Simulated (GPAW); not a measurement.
Here is a GPAW 26.7.0 calculation.

The input run.py:

```python
from ase.dft.bandgap import bandgap
from ase.io import read, write
from ase.units import GPa
from gpaw import GPAW, PW, setup_paths

setup_paths.insert(0, '.')

atoms = read('Mg.cif')

calc = GPAW(mode=PW(800),
            xc='PBE',
            kpts={'size': (7, 7, 4), 'gamma': True},
            occupations={'name': 'fermi-dirac', 'width': 0.05},
            nbands=19,
            convergence={'density': 1e-05, 'energy': 1e-05},
            maxiter=150,
            txt='gpaw.txt')
atoms.calc = calc
energy = atoms.get_potential_energy()
forces = atoms.get_forces()
stress = atoms.get_stress()
calc.write('gs.gpw')
write('result.traj', atoms)
print(f'Energy: {energy:.6f} eV')
print('Forces (eV/A):')
print(forces.round(4))
print('Stress (GPa):', (stress / GPa).round(3))
print('Fermi level:', round(calc.get_fermi_level(), 4), 'eV')
print(f'Gap: {bandgap(calc)[0]:.4f} eV, direct: {bandgap(calc, direct=True)[0]:.4f} eV')

path = atoms.cell.bandpath('GMKGALHA,LM,KH', npoints=100, eps=1e-4)
bs_calc = calc.fixed_density(kpts=path, symmetry='off', nbands=30,
                             convergence={'bands': 'CBM+6.0', 'eigenstates': 1e-6}, txt='bands.txt')
bs = bs_calc.band_structure()
bs.write('bs.json')
print(f'Gap on the path: {bandgap(bs_calc)[0]:.4f} eV')
```

Contents of Mg.cif:

```cif
data_Mg
_cell_length_a 3.20930000
_cell_length_b 3.20930000
_cell_length_c 5.21030000
_cell_angle_alpha 90.00000000
_cell_angle_beta 90.00000000
_cell_angle_gamma 120.00000000
_space_group_name_H-M_alt 'P1'
_space_group_name_Hall 'P 1'
_space_group_IT_number 1
loop_
_space_group_symop_operation_xyz
'x,y,z'
loop_
_atom_site_label
_atom_site_type_symbol
_atom_site_symmetry_multiplicity
_atom_site_Wyckoff_symbol
_atom_site_fract_x
_atom_site_fract_y
_atom_site_fract_z
_atom_site_occupancy
Mg1 Mg 1 a 0.6666666667 0.3333333333 0.7500000000 1
Mg2 Mg 1 a 0.3333333333 0.6666666667 0.2500000000 1
```

Potentials or basis: PAW data sets generated in the run's folder for this functional, pw.

Command:

```bash
$ gpaw-setup -f PBE Mg
$ OMP_NUM_THREADS=1 python run.py
```

(1) Predict the pressure.

(2) Estimate the band gap along the path.

## Answers

(1) -0.3 GPa.

(2) none (metal or under the smearing width).
